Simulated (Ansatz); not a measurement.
# LiBr (Fm-3m): the PBE gap against the k mesh of the density

How far can the k mesh of the density be lowered for the gap of LiBr (Fm-3m)?

Main program and level: Ansatz 0.2.0; DFT, PBE, plane waves, PAW; PAW set soft_1.

This is a report of a sequence of runs, with most program output left out.

## 1. Starting point

Symmetry: Fm-3m, No. 225, cubic system. The conventional cell has a = 5.501 Å, b = 5.501 Å, c = 5.501 Å, α = 90.00°, β = 90.00°, γ = 90.00°. Nearest to Li lie 6 Br at 2.75 Å. Br has 6 Li at 2.75 Å nearest. Farther neighbours and most contacts between anions are not listed.

The cell and positions come from the Crystallography Open Database and are kept as given unless a step says otherwise.

## 2. k mesh of the density: 2×2×2

input.yaml reads:

```yaml
crystal:
  lattice:
    - [0.0, 2.75065, 2.75065]
    - [2.75065, 0.0, 2.75065]
    - [2.75065, 2.75065, 0.0]
  atoms:
    - { symbol: Li, position: [0.0, 0.0, 0.0] }
    - { symbol: Br, position: [0.5, 0.5, 0.5] }
kpoints:
  mp_grid: { grid: [2, 2, 2] }
  band_path:
    path:
      - [0.0, 0.0, 0.0]
      - [0.5, 0.0, 0.5]
      - [0.625, 0.25, 0.625]
      - [0.375, 0.375, 0.75]
      - [0.5, 0.5, 0.5]
      - [0.5, 0.25, 0.75]
      - [0.075, 0.075, 0.15]
    npoints: 1
hamiltonian:
  xc: pbe
  pseudopotentials: { kind: paw, azcp: { folder: soft_1 } }
scf:
  occupations: { method: fixed }
  n_extra_bands: 4
output:
  eigenvalues: true
```

The run is started by

```sh
> ansatz run input.yaml --threads 24 --pin off --max-ram 82944MiB --backend cuda --events-out ev --progress --plain --runs-dir out --devices 1 --max-vram 78GiB
```

Wall time 1.2 s (1 × NVIDIA GB200 (shared by 2 runs) with 24 threads of Arm Neoverse V2, shared host); peak memory 0.93 GiB; 1.4 s of CPU time.

This step gave:

```
gap                  : 4.844 eV
valence top at       : k = (0.075, 0.075, 0.150)
conduction bottom at : Γ
least direct gap     : 4.851 eV
```

The gap is indirect, with the least direct gap 0.007 eV higher.

## 3. k mesh of the density: 4×4×4

input.yaml: that of step 2 with these lines changed.

```diff
@@ -9,3 +9,3 @@
 kpoints:
-  mp_grid: { grid: [2, 2, 2] }
+  mp_grid: { grid: [4, 4, 4] }
   band_path:
```

The job ended after 1.4 s (1 × NVIDIA GB200 (shared by 2 runs) with 24 threads; peak memory 0.92 GiB).

This step gave:

- gap: 4.930 eV
- valence top at: k = (0.075, 0.075, 0.150)
- conduction bottom at: Γ
- least direct gap: 4.936 eV

The gap is 4.930 eV, +0.086 eV from the run before at this level.

## 4. k mesh of the density: 8×8×8 (the default)

input.yaml, the sections that differ from step 3:

```yaml
kpoints:
  mp_grid: { grid: [8, 8, 8] }
  band_path:
    path:
      - [[0.0, 0.0, 0.0], [0.5, 0.0, 0.5], [0.625, 0.25, 0.625]]
      - [[0.375, 0.375, 0.75], [0.0, 0.0, 0.0], [0.5, 0.5, 0.5], [0.5, 0.25, 0.75], [0.5, 0.0, 0.5]]
    npoints: 10
scf:
  occupations: { method: fermi_dirac, width: 0.02 }
  n_extra_bands: 4
# crystal, hamiltonian, output: as in step 3
```

It took 1.5 s on 1 × NVIDIA GB200 (shared by 2 runs) with 24 threads; peak memory 0.99 GiB; 1.9 s of CPU time.

This step gave:

```
gap                  : 4.933 eV
valence top at       : k = (0.075, 0.075, 0.150)
conduction bottom at : Γ
least direct gap     : 4.939 eV
```

The gap is 4.933 eV, +0.003 eV from the run before at this level.

## 5. k mesh of the density: 10×10×10

input.yaml, the sections that differ from step 4:

```yaml
kpoints:
  mp_grid: { grid: [10, 10, 10] }
  band_path:
    path:
      - [0.0, 0.0, 0.0]
      - [0.5, 0.0, 0.5]
      - [0.625, 0.25, 0.625]
      - [0.375, 0.375, 0.75]
      - [0.5, 0.5, 0.5]
      - [0.5, 0.25, 0.75]
      - [0.075, 0.075, 0.15]
    npoints: 1
scf:
  occupations: { method: fixed }
  n_extra_bands: 4
# crystal, hamiltonian, output: as in step 4
```

Wall time 1.1 s (1 × NVIDIA GB200 (shared by 2 runs) with 24 threads); peak memory 0.9 GiB.

Numbers from this step:

| Item | Value |
| --- | --- |
| gap | 4.933 eV |
| valence top at | k = (0.075, 0.075, 0.150) |
| conduction bottom at | Γ |
| least direct gap | 4.939 eV |

The gap is 4.933 eV, as in the run before at this level.

## 6. The series

Differences are against the last row; a negative gap means that bands overlap, and a run with a band path holds that path's time. Times are wall times on 1 × NVIDIA GB200 (shared by 2 runs) with 24 threads of Arm Neoverse V2, shared host, good to a factor of about two.

```tsv
k mesh of the density	gap (eV)	direct gap (eV)	gap error (eV)	energy error (meV/atom)	irreducible k	time
2×2×2	4.844	4.851	−0.089	+321.4	3	1.2 s
4×4×4	4.930	4.936	−0.003	+5.3	8	1.4 s
8×8×8	4.933	4.939	+0.000	+0.0	29	1.5 s
10×10×10	4.933	4.939	+0.000	+0.0	47	1.1 s
```

## 7. Results

```yaml
2x2x2: 4.844 eV
4x4x4: 4.930 eV
8x8x8: 4.933 eV
10x10x10: 4.933 eV
```

In words: The gap holds to 0.02 eV from 4×4×4 on. At 2×2×2 the gap is off by −0.089 eV and the energy by +321 meV/atom. The gap is read over the mesh and added points near the edges, so meshes differ mainly through the density and, for a hybrid, the exchange operator.

[Paths, hosts, dates, memory and timing lines, banners, echoed tables and standing remarks are left out of the program output.]

[Logs are printed without paths, hosts, clocks, repeated set-up lines and the standing remarks that a program may print on its own settings, such as how far it seeks lower states.]

[Runs of the session that timed out or met a known fault of the program may be left out.]

[Cells called generated may have been cut or substituted from an entry of the Crystallography Open Database or the Materials Project.]

[Hosts, paths, dates, database ids (printed as entryN), source tags and the programs' standing remarks are cut or masked in the printed files.]
